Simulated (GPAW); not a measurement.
# Si (Pm-3m) in GPAW: reference runs

Reference runs on Si: the cell as given.

All numbers are computed with GPAW 26.7.0; they aren't measurements. Logs are shortened: lines on timing, memory, paths and dates and some standing lists are left out, and cuts for length are marked. The log counts tension as positive stress, the text compression.

## Step 1: The crystal as given

It takes space group Pm-3m (No. 221, cubic). The conventional cell has a = 2.532 Å, b = 2.532 Å, c = 2.532 Å, α = 90.00°, β = 90.00°, γ = 90.00°. Si (site symmetry m-3m) has 6 Si at 2.53 Å as nearest neighbours.

The cell was built by a generator and needn't be a form met in nature.

## Step 2: Single point, PBE

The input, run.py:

```python
from ase import Atoms
from ase.dft.bandgap import bandgap
from ase.io import write
from ase.units import GPa
from gpaw import GPAW, PW

atoms = Atoms(['Si'],
              cell=[[2.53211, 0.0, 0.0],
                    [0.0, 2.53211, 0.0],
                    [0.0, 0.0, 2.53211]],
              scaled_positions=[[0.5, 0.5, 0.5]],
              pbc=True)

calc = GPAW(mode=PW(600),
            xc='PBE',
            kpts={'size': (10, 10, 10), 'gamma': True},
            occupations={'name': 'fermi-dirac', 'width': 0.05},
            nbands=8,
            convergence={'density': 1e-05, 'energy': 1e-05},
            maxiter=150,
            txt='gpaw.txt')
atoms.calc = calc
energy = atoms.get_potential_energy()
forces = atoms.get_forces()
stress = atoms.get_stress()
calc.write('gs.gpw')
write('result.traj', atoms)
print(f'Energy: {energy:.6f} eV')
print('Forces (eV/A):')
print(forces.round(4))
print('Stress (GPa):', (stress / GPa).round(3))
print('Fermi level:', round(calc.get_fermi_level(), 4), 'eV')
print(f'Gap: {bandgap(calc)[0]:.4f} eV, direct: {bandgap(calc, direct=True)[0]:.4f} eV')
```

Potentials or basis: GPAW PAW data sets (gpaw-data 1.2.1), pw.

Command:

```bash
OMP_NUM_THREADS=1 python run.py
```

gpaw.txt:

```text
__  _  _
 | _ |_)|_||  |
 |__||  | ||/\| - 26.7.0

Input parameters:
  mode=PW(ecut=600.0),
  convergence={'density': 1e-05, 'energy': 1e-05},
  kpts=MonkhorstPack(size=(10, 10, 10), gamma=True),
  maxiter=150,
  nbands=8,
  occupations=Occupations(name='fermi-dirac', width=0.05),
  xc=XC(name='PBE')

Diagonalizing LCAO Hamiltonian
Converting LCAO to pw mode
   .-----.
  /|     |
 * |     |
 | .-Si--.
 |/     /
 *-----*

Atoms  # Å, Bohr magnetons
|   | symbol |        x |        y |        z |    initial magnetic moments |
|---|--------|----------|----------|----------|-----------------------------|
| 0 |     Si | 1.266055 | 1.266055 | 1.266055 | ( 0.0000,  0.0000,  0.0000) |

Unit cell  # Å
| periodic |        x |        y |        z |  lengths |    angles |
|----------|----------|----------|----------|----------|-----------|
|      yes | 2.532110 | 0.000000 | 0.000000 | 2.532110 | 90.000000 |
|      yes | 0.000000 | 2.532110 | 0.000000 | 2.532110 | 90.000000 |
|      yes | 0.000000 | 0.000000 | 2.532110 | 2.532110 | 90.000000 |

Number of symmetries: 48
Symmetry operations  # r_c * U_cc + t_c -> r_c
|    | kind |            matrix            |
|----|------|------------------------------|
|  0 |  E   |  1, 0, 0,  0, 1, 0,  0, 0, 1 |
|  1 |  σ   |  1, 0, 0,  0, 1, 0,  0, 0,-1 |
|  2 |  σ   |  1, 0, 0,  0, 0, 1,  0, 1, 0 |
|  3 |  C4  |  1, 0, 0,  0, 0, 1,  0,-1, 0 |
|  4 |  C4  |  1, 0, 0,  0, 0,-1,  0, 1, 0 |
|  5 |  σ   |  1, 0, 0,  0, 0,-1,  0,-1, 0 |
|  6 |  σ   |  1, 0, 0,  0,-1, 0,  0, 0, 1 |
|  7 |  C2  |  1, 0, 0,  0,-1, 0,  0, 0,-1 |
|  8 |  σ   |  0, 1, 0,  1, 0, 0,  0, 0, 1 |
|  9 |  C2  |  0, 1, 0,  1, 0, 0,  0, 0,-1 |
| 10 |  C3  |  0, 1, 0,  0, 0, 1,  1, 0, 0 |
| 11 |  S6  |  0, 1, 0,  0, 0, 1, -1, 0, 0 |
| 12 |  S6  |  0, 1, 0,  0, 0,-1,  1, 0, 0 |
| 13 |  C3  |  0, 1, 0,  0, 0,-1, -1, 0, 0 |
| 14 |  C4  |  0, 1, 0, -1, 0, 0,  0, 0, 1 |
| 15 |  S4  |  0, 1, 0, -1, 0, 0,  0, 0,-1 |
| 16 |  C3  |  0, 0, 1,  1, 0, 0,  0, 1, 0 |
| 17 |  S6  |  0, 0, 1,  1, 0, 0,  0,-1, 0 |
| 18 |  σ   |  0, 0, 1,  0, 1, 0,  1, 0, 0 |
| 19 |  C4  |  0, 0, 1,  0, 1, 0, -1, 0, 0 |
| 20 |  C2  |  0, 0, 1,  0,-1, 0,  1, 0, 0 |
| 21 |  S4  |  0, 0, 1,  0,-1, 0, -1, 0, 0 |
| 22 |  S6  |  0, 0, 1, -1, 0, 0,  0, 1, 0 |
| 23 |  C3  |  0, 0, 1, -1, 0, 0,  0,-1, 0 |
| 24 |  S6  |  0, 0,-1,  1, 0, 0,  0, 1, 0 |
| 25 |  C3  |  0, 0,-1,  1, 0, 0,  0,-1, 0 |
| 26 |  C4  |  0, 0,-1,  0, 1, 0,  1, 0, 0 |
| 27 |  σ   |  0, 0,-1,  0, 1, 0, -1, 0, 0 |
| 28 |  S4  |  0, 0,-1,  0,-1, 0,  1, 0, 0 |
| 29 |  C2  |  0, 0,-1,  0,-1, 0, -1, 0, 0 |
| 30 |  C3  |  0, 0,-1, -1, 0, 0,  0, 1, 0 |
| 31 |  S6  |  0, 0,-1, -1, 0, 0,  0,-1, 0 |
| 32 |  C4  |  0,-1, 0,  1, 0, 0,  0, 0, 1 |
| 33 |  S4  |  0,-1, 0,  1, 0, 0,  0, 0,-1 |
| 34 |  S6  |  0,-1, 0,  0, 0, 1,  1, 0, 0 |
| 35 |  C3  |  0,-1, 0,  0, 0, 1, -1, 0, 0 |
| 36 |  C3  |  0,-1, 0,  0, 0,-1,  1, 0, 0 |
| 37 |  S6  |  0,-1, 0,  0, 0,-1, -1, 0, 0 |
| 38 |  σ   |  0,-1, 0, -1, 0, 0,  0, 0, 1 |
| 39 |  C2  |  0,-1, 0, -1, 0, 0,  0, 0,-1 |
| 40 |  σ   | -1, 0, 0,  0, 1, 0,  0, 0, 1 |
| 41 |  C2  | -1, 0, 0,  0, 1, 0,  0, 0,-1 |
| 42 |  C2  | -1, 0, 0,  0, 0, 1,  0, 1, 0 |
| 43 |  S4  | -1, 0, 0,  0, 0, 1,  0,-1, 0 |
| 44 |  S4  | -1, 0, 0,  0, 0,-1,  0, 1, 0 |
| 45 |  C2  | -1, 0, 0,  0, 0,-1,  0,-1, 0 |
| 46 |  C2  | -1, 0, 0,  0,-1, 0,  0, 0, 1 |
| 47 |  i   | -1, 0, 0,  0,-1, 0,  0, 0,-1 |

BZ-sampling:
  Number of BZ points: 1000
  Number of IBZ points: 56

  Monkhorst-Pack size: [10, 10, 10]
  Monkhorst-Pack shift: [0.05, 0.05, 0.05]

K-points  # in reciprocal-cell coordinates
|     |                                coordinates |     weight |
|-----|--------------------------------------------|------------|
|   0 | (  0.00000000,   0.00000000,   0.00000000) | 0.00100000 |
|   1 | (  0.10000000,   0.00000000,   0.00000000) | 0.00600000 |
|   2 | (  0.10000000,   0.10000000,   0.00000000) | 0.01200000 |
|   3 | (  0.10000000,   0.10000000,   0.10000000) | 0.00800000 |
|   4 | (  0.20000000,   0.00000000,   0.00000000) | 0.00600000 |
|   5 | (  0.20000000,   0.10000000,   0.00000000) | 0.02400000 |
|   6 | (  0.20000000,   0.10000000,   0.10000000) | 0.02400000 |
|   7 | (  0.20000000,   0.20000000,   0.00000000) | 0.01200000 |
|   8 | (  0.20000000,   0.20000000,   0.10000000) | 0.02400000 |
|   9 | (  0.20000000,   0.20000000,   0.20000000) | 0.00800000 |
| ... |                                            |            |
|  55 | (  0.50000000,   0.50000000,   0.50000000) | 0.00100000 |

Plane wave coefficients: 554
Cutoff: 600.0 eV

Spin-components: 1 (collinear spins)
Bands:           8
Projectors:      5
Spin-degeneracy: 2
Datatype:        complex128

Parallelization:
  kpt:    1
  domain: 1
  band:   1

Density:
  Valence electrons: 4.0
  Components: 1
  Grid points: [15 15 15]
  Charge: 0.0  # |e|

Potential:
  Grid points: [15 15 15]

species:
  Si:
    name:    Silicon
    Z:       14.0
    valence: 4
    core:    10
    charge:  0.0  # [|e|]
    compensation charges:
      type: gauss
      rc: 0.33  # [Å]
      lmax: 2
    cutoffs:
      filter: 1.86  # [Å]
      core: 2.06  # [Å]
    projectors
    | kind |    occ | energy [eV] | rcut [Å] |
    |------|--------|-------------|----------|
    |   3s |  2.000 |     -10.812 |    1.058 |
    |   3p |  2.000 |      -4.081 |    1.058 |
    |    s |        |      16.399 |    1.058 |
    |    p |        |      23.130 |    1.058 |
    |    d |        |       0.000 |    1.058 |

    Using partial waves for Si as LCAO basis

Reference energy: -7886.344250  # eV

eigensolver:
  PPCG
  Converge bands: occupied
  niter=2

density mixing:
  MSR1-Mixer
  Pratt-step length: 0.05
  Maximum mixing coefficient: 0.75
  Old densities: 10
  SVD Regularization: 0.005
  Good broyden scale: 1.0
  Trust region scale: 1.0
  Backstep threshold: 4.0
  History deletion threshold: 6.0
  Fourier metric: weight=20.0, sigma=0.015

occupation numbers:
  Fermi-Dirac:
    width: 0.0500  # eV

poisson solver:
  ecut: 4800.0  # eV

xc functional:
  name: PBE with 2 nearest neighbor stencil

convergence criteria:
- Maximum integral of absolute [dens]ity change: 1e-05 electrons / valence electron
- Maximum [total energy] change in last 3 cyles: 1e-05 eV / valence electron
- Maximum integral of absolute [eigenst]ate change: 4e-08 eV^2 / valence electron
maximum number of iterations: 150

SCF iterations
|iter     | |      energy | eigst |  dens |
|---------|-|-------------|-------|-------|
|iter:   1| |   -5.062502 | -0.17 |       |
|iter:   2| |   -5.066198 | -2.95 | -1.17 |
|iter:   3| |   -5.084823 | -3.33 | -1.19 |
|iter:   4| |   -5.086943 | -3.90 | -1.68 |
|iter:   5| |   -5.086940 | -6.50 | -2.82 |
|iter:   6| |   -5.086941c| -7.88c| -3.58 |
|iter:   7| |   -5.086941c| -8.53c| -4.29 |
|iter:   8| |   -5.086941c| -9.89c| -5.68c|

Converged in 8 steps
Energy contributions relative to reference atoms: (reference = -7886.344250)

Energy contributions:
  Kinetic:           5.210537
  Coulomb:          -4.130175
  Zero:             -0.014204
  External:          0.000000
  Xc:               -6.152462
  Entropy:          -0.001273
  Spinorbit:         0.000000
  ----------------------------
  Free energy:      -5.087577
  Extrapolated:     -5.086941

dipole moment: (-0.000002, -0.000002, -0.000002)  # |e|*Ang

Fermi level: 7.592
Eigenvalues  # (at kpt = [0.000, 0.000, 0.000])
| band index |      eig [eV] | occ [0-2] |
|------------|---------------|-----------|
|          0 |        -5.568 |     2.000 |
|          1 |        15.057 |     0.000 |
|          2 |        15.057 |     0.000 |
|          3 |        15.295 |     0.000 |
|          4 |        15.295 |     0.000 |
|          5 |        15.295 |     0.000 |
|          6 |        23.262 |     0.000 |
|          7 |        32.516 |     0.000 |

No gap
No difference between direct/indirect transitions

Forces  # eV/Ang
|       x |       y |       z |
|---------|---------|---------|
| 0.00000 | 0.00000 | 0.00000 |  # Si   0

Stress tensor  # eV/Ang^3
|         x |         y |         z |
|-----------|-----------|-----------|
| -0.003772 | -0.000000 |  0.000000 |
| -0.000000 | -0.003772 |  0.000000 |
|  0.000000 |  0.000000 | -0.003772 |

# Writing to gs.gpw (mode='')
```

It took 5.2 s on 1 thread of Arm Neoverse V1, shared host; peak memory 0.12 GiB.

Results:

```
Free energy            : -5.0876 eV
Pressure               : 0.6 GPa
Band gap on the k mesh : none (metal or under the smearing width)
```

Levels at points of the mesh, in eV from the Fermi level:
| k point | band 1 | band 2 | band 3 | band 4 |
| --- | --- | --- | --- | --- |
| (0.00, 0.00, 0.00) | -13.16 | 7.46 | 7.46 | 7.70 |
| (0.50, 0.00, 0.00) | -8.58 | -6.50 | 10.09 | 11.07 |
| (0.50, 0.50, 0.00) | -3.47 | -2.85 | -2.85 | 1.52 |
| (0.50, 0.50, 0.50) | 0.57 | 0.57 | 0.57 | 3.53 |
